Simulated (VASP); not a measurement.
Runs of VASP 6.6.1 on Ni. It takes space group Fm-3m (No. 225, cubic). The conventional cell has a = 3.475 Å, b = 3.475 Å, c = 3.475 Å, α = 90.00°, β = 90.00°, γ = 90.00°. Ni (site symmetry m-3m) has 12 Ni at 2.46 Å as nearest neighbours. 

| task | level | potentials or basis | cell | k mesh | cutoff (eV) | gap on the mesh (eV) | pressure (GPa) | moment (μB) | relaxed volume (Å³/atom) |
| --- | --- | --- | --- | --- | --- | --- | --- | --- | --- |
| band structure | BLYP | VASP PAW PBE potentials, release 64 (Ni) | as given | 13 × 13 × 13 | 520 | - | - | 0.61 | - |
| phonons | LDA | VASP PAW LDA potentials, release 64 (Ni) | relaxed | 10 × 10 × 10 | 600 | - | - | (a) | - |
| relaxation of cell and atoms | PBEsol+D3 | VASP PAW PBE potentials, release 64 (Ni) | relaxed | 13 × 13 × 13 | 600 | none | -0.1 | 0.62 | 10.08 |
| relaxation of cell and atoms | BLYP | VASP PAW PBE potentials, release 64 (Ni) | relaxed | 13 × 13 × 13 | 600 | none | 0.0 | 0.62 | 11.43 |
| band structure | revPBE | VASP PAW PBE potentials, release 64 (Ni) | as given | 13 × 13 × 13 | 520 | - | - | 0.62 | - |

Alike in all rows: spin collinear, ferromagnetic start; smearing fermi-dirac 0.05 eV.

Q: Fill in the values left out.

A: (a) 0.64.

Caveats: the PAW data sets were made with another functional, which shifts forces and pressure a little (some runs); some modes are imaginary (some runs); pairwise dispersion overbinds metals, which lowers pressure and volume (some runs).

A gap of «none» marks a metal or a gap under the smearing width.

Runs at the PBE level aren't shown here.
